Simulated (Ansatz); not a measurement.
# C: the cost of one run

Program: Ansatz 0.2.0. Level of theory: DFT PBE, scalar-relativistic, plane waves, PAW. These are calculated values, not measurements.

### Step 1. The system as given

It takes space group P3_221 (No. 154, trigonal). The conventional cell has a = 3.884 Å, b = 3.884 Å, c = 3.197 Å, α = 90.00°, β = 90.00°, γ = 120.00°. Around C (site symmetry 2) lie 2 C at 1.36 Å.

As a file:

```cif
data_structure
_symmetry_space_group_name_H-M 'P3_221'
_symmetry_Int_Tables_number 154
_cell_length_a 3.8842
_cell_length_b 3.8842
_cell_length_c 3.1968
_cell_angle_alpha 90.000
_cell_angle_beta 90.000
_cell_angle_gamma 120.000
_cell_volume 41.77
loop_
_atom_site_label
_atom_site_type_symbol
_atom_site_symmetry_multiplicity
_atom_site_Wyckoff_symbol
_atom_site_fract_x
_atom_site_fract_y
_atom_site_fract_z
_atom_site_occupancy
C1 C 3 a 0.00000 0.12500 0.33333 1
```

This is candidate A: random cell with space group P3_221 (No. 154).

### Step 2. Rough relaxation on the coarse mesh (candidate A)

The input, input.yaml:

```yaml
crystal:
  lattice:
    - [3.8841738427, 0.0, 0.0]
    - [-1.9420869214, 3.3637932205, 0.0]
    - [0.0, 0.0, 3.1968465285]
  atoms:
    - { symbol: C, position: [0.0, 0.125, 0.3333333333] }
    - { symbol: C, position: [0.125, 0.0, 0.6666666667] }
    - { symbol: C, position: [0.875, 0.875, 0.0] }
basis:
  ecutwfc: 420
kpoints:
  mp_grid: { grid: [6, 6, 6] }
hamiltonian:
  xc: pbe
scf:
  occupations: { method: gaussian, width: 0.1 }
  lower_state_search: "off"
output:
  forces: true
  stress: true
  eigenvalues: true
relax:
  adjacent_minimum: "off"
  f_tol: 0.04
  max_steps: 70
  cell: { stress_tol: 0.4 }
```

**Question.** How long does this run take on 1 thread of an x86-64 CPU, shared host, and how much memory does it need?

About 24 s, with a peak of 0.38 GiB.
